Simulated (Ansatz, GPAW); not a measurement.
# Geometry or basis: what sets the conductance of decane-1,10-dithiol between two Al chains, part 3 of 5

Aim: the conductance of decane-1,10-dithiol between two Al chains after relaxation, and whether geometry, basis or functional moves it most.

GPAW 26.7.0 and Ansatz 0.2.0; Ansatz plane waves; relaxation of the junction with the lead ends held (the session's first sound run).

So far, conductance (G₀): step 3 (plane waves, PBE) 1.9e-9. Also open channels of the lead at the Fermi level (one spin): step 3 2.

## Step 4: Double-zeta polarised basis

Localised orbitals split the wire into layers that couple to their neighbours alone, which is what the Green's function method needs; double zeta with polarisation is the usual level for numbers.

This step: GPAW LCAO, PAW setups; Landauer transmission from Green's functions with principal layers (ASE), zero bias (GPAW 26.7.0).

File run.py:

```python
import json
import numpy as np
from ase import Atoms
from ase.transport.calculators import TransportCalculator
from gpaw import GPAW, FermiDirac
from gpaw.lcao.tools import get_lcao_hamiltonian
from scipy.linalg import eigh

# The junction with lead layers at both ends, along the third cell vector
device = Atoms(
    ['Al', 'Al', 'Al', 'Al', 'Al', 'Al', 'Al', 'S', 'H', 'C', 'H', 'H', 'C', 'H', 'H', 'C', 'H', 'H', 'H', 'C', 'C', 'H', 'H', 'H', 'C', 'H', 'H', 'C', 'H', 'H', 'C', 'H', 'H', 'C', 'H', 'H', 'C', 'H', 'S', 'Al', 'Al', 'Al', 'Al', 'Al', 'Al', 'Al'],
    positions=[
        [6.36589, 5.27488, 1.20000],
        [6.36589, 5.27488, 3.60000],
        [6.36589, 5.27488, 6.00000],
        [6.36589, 5.27488, 8.40000],
        [6.36589, 5.27488, 10.80000],
        [6.78448, 3.96544, 12.95753],
        [6.47606, 5.33478, 15.15237],
        [6.72352, 4.59530, 17.23689],
        [6.82607, 6.89114, 18.07490],
        [6.35570, 5.96571, 18.43108],
        [5.26864, 6.11581, 18.44647],
        [7.96062, 5.44752, 19.77744],
        [6.87047, 5.59919, 19.82545],
        [6.43522, 4.63295, 20.12206],
        [6.92472, 7.64722, 20.50142],
        [6.54581, 6.67950, 20.86895],
        [5.45129, 6.79347, 20.94972],
        [8.22022, 6.25136, 22.17528],
        [6.58428, 4.34295, 22.42524],
        [7.13435, 6.42616, 22.26904],
        [6.50345, 5.25657, 23.03476],
        [7.02634, 7.34954, 22.85939],
        [5.42237, 5.44367, 23.15690],
        [8.22214, 4.88116, 24.29785],
        [7.12736, 4.96485, 24.41050],
        [6.78552, 3.97030, 24.74103],
        [7.18298, 6.97127, 25.26359],
        [6.81014, 5.96846, 25.52831],
        [5.71537, 6.06358, 25.62773],
        [8.50547, 5.48760, 26.78191],
        [7.40765, 5.54386, 26.87753],
        [7.07274, 4.51770, 27.10708],
        [7.37205, 7.49136, 27.84565],
        [7.04928, 6.45985, 28.05749],
        [5.95683, 6.49617, 28.18813],
        [8.79326, 5.96214, 29.25567],
        [7.70016, 5.98301, 29.35672],
        [7.37126, 4.96023, 29.59640],
        [7.32572, 7.10261, 30.79307],
        [6.87130, 5.55807, 32.32956],
        [6.04238, 3.45301, 33.42577],
        [6.36589, 5.27488, 35.13203],
        [6.36589, 5.27488, 37.53203],
        [6.36589, 5.27488, 39.93203],
        [6.36589, 5.27488, 42.33203],
        [6.36589, 5.27488, 44.73203]],
    cell=[[12.73178, 0.0, 0.0], [0.0, 10.54975, 0.0], [0.0, 0.0, 45.93203]],
    pbc=True)

# One principal layer of the lead: the first 4 atoms of the device
lead = Atoms(
    ['Al', 'Al', 'Al', 'Al'],
    positions=[
        [6.36589, 5.27488, 1.20000],
        [6.36589, 5.27488, 3.60000],
        [6.36589, 5.27488, 6.00000],
        [6.36589, 5.27488, 8.40000]],
    cell=[[12.73178, 0.0, 0.0], [0.0, 10.54975, 0.0], [0.0, 0.0, 9.6]],
    pbc=True)

settings = dict(mode='lcao', basis='dzp', xc='PBE', h=0.2,
                occupations=FermiDirac(0.1), maxiter=250,
                mixer=dict(beta=0.1, nmaxold=8, weight=100.0),
                convergence=dict(density=0.0001))
energies = np.arange(-2, 2 + 1e-9, 0.025)
eta = 0.0001
n1, n2 = 1, 1
# k and -k transmit alike, so half of the mesh across the current serves
mesh = [(i, j) for i in range(n1) for j in range(n2) if (i, j) <= (-i % n1, -j % n2)]
weights = np.array([1 if (i, j) == (-i % n1, -j % n2) else 2 for i, j in mesh]) / (n1 * n2)

# [... helper functions left out ...]
fermi_lead = ground_state(lead, (1, 1, 12), 'lead.txt')
fermi_device = ground_state(device, (1, 1, 2), 'device.txt')
# [... loop over the mesh left out, but for ...]
        # Shift the lead onto the potential of the device's first layer
        shift = ((H[:, 0, 0] - H0[:, 0, 0]) / S0[0, 0]).real.mean()
# [...]
kT = 8.617333e-5 * 300
bias = [0.1, 0.2, 0.5, 1.0, 1.5, 2.0]
# [... integrals and printing left out ...]
```

On the command line:

```bash
OMP_NUM_THREADS=1 OPENBLAS_NUM_THREADS=1 python run.py
```

The program printed:

```text
basis functions: device 438, principal layer 52
Fermi level: lead -3.5460 eV, device -3.2441 eV; lead shifted by 0.0138 eV
largest coupling past the next layer 1.70e-15 eV, largest misfit of the first layer 0.051 eV
  E-E_F (eV)   T (one spin)  channels
    -2.000    1.0851e-07    1.0000
    -1.975    9.1879e-08    1.0000
    -1.950    4.5793e-08    1.0000
    -1.925    8.8097e-09    1.0000
    -1.900    6.2650e-06    1.0000
    -1.875    6.5997e-06    1.0000
    -1.850    3.0064e-06    1.0000
    -1.825    2.5914e-06    1.0000
    -1.800    2.7085e-06    1.0000
    -1.775    3.1114e-06    1.0000
    -1.750    3.8020e-06    1.0000
    -1.725    4.8835e-06    1.0000
    -1.700    6.5731e-06    1.0000
    -1.675    9.2842e-06    1.0000
    -1.650    1.3793e-05    1.0000
    -1.625    2.1424e-05    1.0000
[...]
1.825    3.8762e-07    3.0000
     1.850    3.9764e-07    3.0000
     1.875    4.0873e-07    3.0000
     1.900    4.2113e-07    3.0000
     1.925    4.3510e-07    3.0000
     1.950    4.5093e-07    3.0000
     1.975    4.6895e-07    3.0000
     2.000    4.8953e-07    3.0000
conductance at 300 K: 1.0857e-09 G0 a cell; thermopower -18.34 uV/K
current from the zero-bias T(E) at 0.1 V: 8.4572e-09 uA
current from the zero-bias T(E) at 0.2 V: 1.7179e-08 uA
current from the zero-bias T(E) at 0.5 V: 4.7466e-08 uA
current from the zero-bias T(E) at 1.0 V: 1.3532e-07 uA
current from the zero-bias T(E) at 1.5 V: 3.7924e-07 uA
current from the zero-bias T(E) at 2.0 V: 9.4594e-07 uA
```

Wall time 6.4 min (1 thread of Arm Neoverse N1, shared host); peak memory 2.1 GiB.

This step gave:

- conductance: 1.09e-9 G₀
- thermopower: -18.34 μV/K
- largest coupling past the next principal layer: 1.70e-15 eV
- largest misfit of the first principal layer: 0.05131 eV
- shift that aligns the lead: 0.01376 eV
- basis functions of the junction: 438
- basis functions of a principal layer: 52
- transmission at the Fermi level (one spin): 1.07e-9

One spin. The transmission, zone mean by energy, zero at the Fermi level:

| energy (eV) | transmission, zone mean |
| --- | --- |
| -2.000 | 1.1e-7 |
| -1.875 | 6.6e-6 |
| -1.800 | 2.7e-6 |
| -1.600 | 3.3e-5 |
| -1.575 | 4.3e-5 |
| -1.400 | 8.1e-7 |
| -1.200 | 0 |
| -1.000 | 0 |
| -0.800 | 0 |
| -0.600 | 0 |
| -0.400 | 0 |
| -0.200 | 6.7e-10 |
| 0.000 | 1.1e-9 |
| 0.200 | 2.0e-9 |
| 0.400 | 4.5e-9 |
| 0.600 | 1.1e-8 |
| 0.800 | 2.3e-8 |
| 1.000 | 4.8e-8 |
| 1.200 | 1.2e-7 |
| 1.400 | 2.3e-7 |
| 1.600 | 3.1e-7 |
| 1.800 | 3.8e-7 |
| 2.000 | 4.9e-7 |

Crossings of the lead's bands, unfolded to its shortest repeat. Open channels, zone mean against energy, zero at the Fermi level:

| energy (eV) | open channels, zone mean |
| --- | --- |
| -2.000 | 1 |
| -1.900 | 1 |
| -1.800 | 1 |
| -1.700 | 1 |
| -1.600 | 1 |
| -1.500 | 1 |
| -1.400 | 1 |
| -1.300 | 1 |
| -1.200 | 0 |
| -1.100 | 0 |
| -1.000 | 0 |
| -0.900 | 0 |
| -0.800 | 0 |
| -0.700 | 0 |
| -0.600 | 0 |
| -0.500 | 0 |
| -0.400 | 0 |
| -0.300 | 2 |
| -0.200 | 2 |
| -0.100 | 2 |
| 0.000 | 2 |
| 0.100 | 2 |
| 0.200 | 2 |
| 0.300 | 2 |
| 0.400 | 2 |
| 0.500 | 2 |
| 0.600 | 2 |
| 0.700 | 2 |
| 0.800 | 2 |
| 0.900 | 2 |
| 1.000 | 3 |
| 1.100 | 3 |
| 1.200 | 3 |
| 1.300 | 3 |
| 1.400 | 3 |
| 1.500 | 3 |
| 1.600 | 3 |
| 1.700 | 3 |
| 1.800 | 3 |
| 1.900 | 3 |
| 2.000 | 3 |

Not self-consistent under bias; the bias window is split evenly. The current through one cell, from the zero-bias transmission by bias:

| bias (V) | current through one cell, from the zero-bias transmission (pA) |
| --- | --- |
| 0.100 | 0.00846 |
| 0.200 | 0.0172 |
| 0.500 | 0.0475 |
| 1.000 | 0.135 |
| 1.500 | 0.379 |
| 2.000 | 0.946 |

Transmission of the three most open eigenchannels against energy, zero at the Fermi level:

| energy (eV) | channel 1 | channel 2 | channel 3 |
| --- | --- | --- | --- |
| -2.000 | 1.1e-7 | 0 | 0 |
| -1.900 | 6.3e-6 | 0 | 0 |
| -1.800 | 2.7e-6 | 0 | 0 |
| -1.700 | 6.6e-6 | 0 | 0 |
| -1.600 | 3.3e-5 | 0 | 0 |
| -1.500 | 1.1e-5 | 0 | 0 |
| -1.400 | 8.1e-7 | 0 | 0 |
| -1.300 | 2.1e-8 | 0 | 0 |
| -1.200 | 0 | 0 | 0 |
| -1.100 | 0 | 0 | 0 |
| -1.000 | 0 | 0 | 0 |
| -0.900 | 0 | 0 | 0 |
| -0.800 | 0 | 0 | 0 |
| -0.700 | 1.5e-10 | 0 | 0 |
| -0.600 | 0 | 0 | 0 |
| -0.500 | 0 | 0 | 0 |
| -0.400 | 0 | 0 | 0 |
| -0.300 | 3.1e-10 | 1.4e-10 | 0 |
| -0.200 | 5.8e-10 | 9.0e-11 | 0 |
| -0.100 | 8.3e-10 | 3.3e-11 | 0 |
| 0.000 | 1.1e-9 | 5.2e-12 | 0 |
| 0.100 | 1.4e-9 | 0 | 0 |
| 0.200 | 2.0e-9 | 3.6e-12 | 0 |
| 0.300 | 2.9e-9 | 8.7e-12 | 0 |
| 0.400 | 4.5e-9 | 1.3e-11 | 0 |
| 0.500 | 6.9e-9 | 1.3e-11 | 0 |
| 0.600 | 1.1e-8 | 9.2e-12 | 0 |
| 0.700 | 1.6e-8 | 1.9e-12 | 0 |
| 0.800 | 2.3e-8 | 3.2e-12 | 0 |
| 0.900 | 2.7e-8 | 5.3e-11 | 0 |
| 1.000 | 4.7e-8 | 1.2e-9 | 3.1e-11 |
| 1.100 | 7.7e-8 | 2.8e-9 | 4.7e-11 |
| 1.200 | 1.2e-7 | 5.1e-9 | 5.9e-11 |
| 1.300 | 1.6e-7 | 8.4e-9 | 6.9e-11 |
| 1.400 | 2.1e-7 | 1.3e-8 | 7.9e-11 |
| 1.500 | 2.6e-7 | 2.0e-8 | 9.1e-11 |
| 1.600 | 2.9e-7 | 2.9e-8 | 1.0e-10 |
| 1.700 | 3.0e-7 | 4.3e-8 | 1.2e-10 |
| 1.800 | 3.1e-7 | 6.4e-8 | 1.4e-10 |
| 1.900 | 3.3e-7 | 9.3e-8 | 1.7e-10 |
| 2.000 | 3.6e-7 | 1.3e-7 | 2.1e-10 |

Couplings past the next layer reach 1.7e-15 eV, small enough to drop; the matrix elements of the cell's first layer differ from the bulk lead's by up to 0.051 eV. That layer keeps its own values in the calculation, and only beyond it is the lead taken as perfect. The Fermi levels of lead and junction count from different zeros of potential, one for each periodic cell; with both set to zero, the small remaining shift is what aligns them. By hand: G = 1.09e-9 × 77.48 μS = 8.4e-8 μS, a resistance of 1.2e10 kΩ; at 0.1 V a linear junction would pass 8.4e-9 μA, and the integral over the bias window gives 8.5e-9 μA. Mott's formula, S = -(π²/3)(k_B²T/e) d ln T/dE, has the prefactor 7.33 μV/K·eV at 300 K; T = 1.01e-9 at -0.025 eV and 1.14e-9 at 0.025 eV give a slope of 2.37 per eV and S = -17.4 μV/K, beside -18.3 μV/K from the thermal integral, which interpolates the same grid.

## Step 5: Single-zeta polarised basis

One radial function a shell plus polarisation makes the matrices smaller; the question is what that costs.

run.py, as its differences from that of step 4:

```diff
@@ -72,3 +72,3 @@
 
-settings = dict(mode='lcao', basis='dzp', xc='PBE', h=0.2,
+settings = dict(mode='lcao', basis='szp(dzp)', xc='PBE', h=0.2,
                 occupations=FermiDirac(0.1), maxiter=250,
```

The program printed:

```text
basis functions: device 314, principal layer 36
Fermi level: lead -4.0468 eV, device -3.6775 eV; lead shifted by 0.0226 eV
largest coupling past the next layer 1.29e-15 eV, largest misfit of the first layer 0.059 eV
  E-E_F (eV)   T (one spin)  channels
    -2.000    7.4265e-08    1.0000
    -1.975    1.3210e-07    1.0000
    -1.950    3.1284e-07    1.0000
[...]
1.975    6.1351e-07    3.0000
     2.000    6.2762e-07    3.0000
conductance at 300 K: 6.1391e-10 G0 a cell; thermopower -26.96 uV/K
current from the zero-bias T(E) at 0.1 V: 4.7976e-09 uA
current from the zero-bias T(E) at 0.2 V: 9.8427e-09 uA
current from the zero-bias T(E) at 0.5 V: 2.941e-08 uA
current from the zero-bias T(E) at 1.0 V: 1.1828e-07 uA
current from the zero-bias T(E) at 1.5 V: 5.4467e-07 uA
current from the zero-bias T(E) at 2.0 V: 2.2485e-06 uA
```

The job ended after 5.5 min (1 thread; peak memory 2.1 GiB).

This step gave:

```yaml
conductance: 6.14e-10 G₀
thermopower: -26.96 μV/K
largest_coupling_past_the_next_principal_layer: 1.29e-15 eV
largest_misfit_of_the_first_principal_layer: 0.05891 eV
shift_that_aligns_the_lead: 0.02256 eV
basis_functions_of_the_junction: 314
basis_functions_of_a_principal_layer: 36
transmission_at_the_fermi_level_one_spin: 6.00e-10
```

The conductance, 6.1e-10 G₀, lies 43 % below that of the dzp run.

## Step 6: GPAW, sz: basis = "sz(dzp)"

The minimal basis is the cheapest rung: no second zeta and no polarisation.

run.py, as its differences from that of step 5:

```diff
@@ -72,3 +72,3 @@
 
-settings = dict(mode='lcao', basis='szp(dzp)', xc='PBE', h=0.2,
+settings = dict(mode='lcao', basis='sz(dzp)', xc='PBE', h=0.2,
                 occupations=FermiDirac(0.1), maxiter=250,
```

The program printed:

```text
basis functions: device 124, principal layer 16
Fermi level: lead -4.3167 eV, device -3.9025 eV; lead shifted by 0.0285 eV
largest coupling past the next layer 9.50e-16 eV, largest misfit of the first layer 0.079 eV
  E-E_F (eV)   T (one spin)  channels
    -2.000    1.0711e-07    1.0000
    -1.975    2.2618e-07    1.0000
    -1.950    7.9001e-07    1.0000
[...]
1.975    2.3248e-07    3.0000
     2.000    2.4688e-07    3.0000
conductance at 300 K: 4.981e-10 G0 a cell; thermopower -0.494 uV/K
current from the zero-bias T(E) at 0.1 V: 3.8735e-09 uA
current from the zero-bias T(E) at 0.2 V: 7.8306e-09 uA
current from the zero-bias T(E) at 0.5 V: 2.099e-08 uA
current from the zero-bias T(E) at 1.0 V: 5.2218e-08 uA
current from the zero-bias T(E) at 1.5 V: 1.4136e-07 uA
current from the zero-bias T(E) at 2.0 V: 4.1863e-07 uA
```

Run time: 3.1 min. Hardware: 1 thread; peak memory 1.9 GiB.

Numbers from this step:

```
conductance                                    : 4.98e-10 G₀
largest coupling past the next principal layer : 9.50e-16 eV
largest misfit of the first principal layer    : 0.07887 eV
shift that aligns the lead                     : 0.02851 eV
basis functions of the junction                : 124
basis functions of a principal layer           : 16
transmission at the Fermi level (one spin)     : 4.93e-10
```

One spin. Table of transmission, zone mean by energy, zero at the Fermi level:

| energy (eV) | transmission, zone mean |
| --- | --- |
| -2.000 | 1.1e-7 |
| -1.925 | 1.1e-5 |
| -1.900 | 1.3e-7 |
| -1.800 | 4.1e-7 |
| -1.725 | 1.6e-5 |
| -1.700 | 1.2e-10 |
| -1.600 | 0 |
| -1.500 | 0 |
| -1.400 | 0 |
| -1.300 | 0 |
| -1.200 | 0 |
| -1.100 | 0 |
| -1.000 | 0 |
| -0.900 | 0 |
| -0.800 | 0 |
| -0.700 | 0 |
| -0.600 | 0 |
| -0.500 | 0 |
| -0.400 | 0 |
| -0.300 | 4.7e-10 |
| -0.200 | 5.1e-10 |
| -0.100 | 5.1e-10 |
| 0.000 | 4.9e-10 |
| 0.100 | 5.2e-10 |
| 0.200 | 6.4e-10 |
| 0.300 | 9.1e-10 |
| 0.400 | 1.4e-9 |
| 0.500 | 2.3e-9 |
| 0.600 | 3.6e-9 |
| 0.700 | 6.4e-9 |
| 0.800 | 1.0e-8 |
| 0.900 | 1.5e-8 |
| 1.000 | 2.2e-8 |
| 1.100 | 3.1e-8 |
| 1.200 | 4.3e-8 |
| 1.300 | 5.6e-8 |
| 1.400 | 7.1e-8 |
| 1.500 | 8.8e-8 |
| 1.600 | 1.1e-7 |
| 1.700 | 1.3e-7 |
| 1.800 | 1.6e-7 |
| 1.900 | 2.0e-7 |
| 2.000 | 2.5e-7 |

The conductance, 5.0e-10 G₀, lies 54 % below that of the dzp run.

## Step 7: LDA in the dzp basis: xc = "LDA"

Back in the dzp basis, the functional changes from PBE to LDA, to set the spread between functionals beside that between bases.

run.py, as its differences from that of step 6:

```diff
@@ -72,3 +72,3 @@
 
-settings = dict(mode='lcao', basis='sz(dzp)', xc='PBE', h=0.2,
+settings = dict(mode='lcao', basis='dzp', xc='LDA', h=0.2,
                 occupations=FermiDirac(0.1), maxiter=250,
```

The program printed:

```text
basis functions: device 438, principal layer 52
Fermi level: lead -3.6760 eV, device -3.3772 eV; lead shifted by 0.0172 eV
largest coupling past the next layer 1.29e-15 eV, largest misfit of the first layer 0.051 eV
  E-E_F (eV)   T (one spin)  channels
    -2.000    2.5776e-07    1.0000
    -1.975    2.8685e-07    1.0000
    -1.950    2.9829e-07    1.0000
[...]
1.975    6.3639e-07    3.0000
     2.000    6.6875e-07    3.0000
conductance at 300 K: 1.5997e-09 G0 a cell; thermopower -19.56 uV/K
current from the zero-bias T(E) at 0.1 V: 1.2462e-08 uA
current from the zero-bias T(E) at 0.2 V: 2.5326e-08 uA
current from the zero-bias T(E) at 0.5 V: 7.0318e-08 uA
current from the zero-bias T(E) at 1.0 V: 2.083e-07 uA
current from the zero-bias T(E) at 1.5 V: 6.0756e-07 uA
current from the zero-bias T(E) at 2.0 V: 1.6822e-06 uA
```

It took 6.3 min on 1 thread; peak memory 2.1 GiB.

Numbers from this step:

```
conductance                                    : 1.60e-9 G₀
thermopower                                    : -19.56 μV/K
largest coupling past the next principal layer : 1.29e-15 eV
largest misfit of the first principal layer    : 0.05102 eV
shift that aligns the lead                     : 0.01716 eV
basis functions of the junction                : 438
basis functions of a principal layer           : 52
transmission at the Fermi level (one spin)     : 1.58e-9
```

The conductance, 1.6e-9 G₀, lies 47 % above that of the dzp run.

(Continued in part 4 of 5.)

[Logs are printed without paths, hosts, clocks, repeated set-up lines and the standing remarks that a program may print on its own settings, such as how far it seeks lower states.]

[Hosts, paths, dates, database ids (printed as entryN), source tags and the programs' standing remarks are cut or masked in the printed files.]
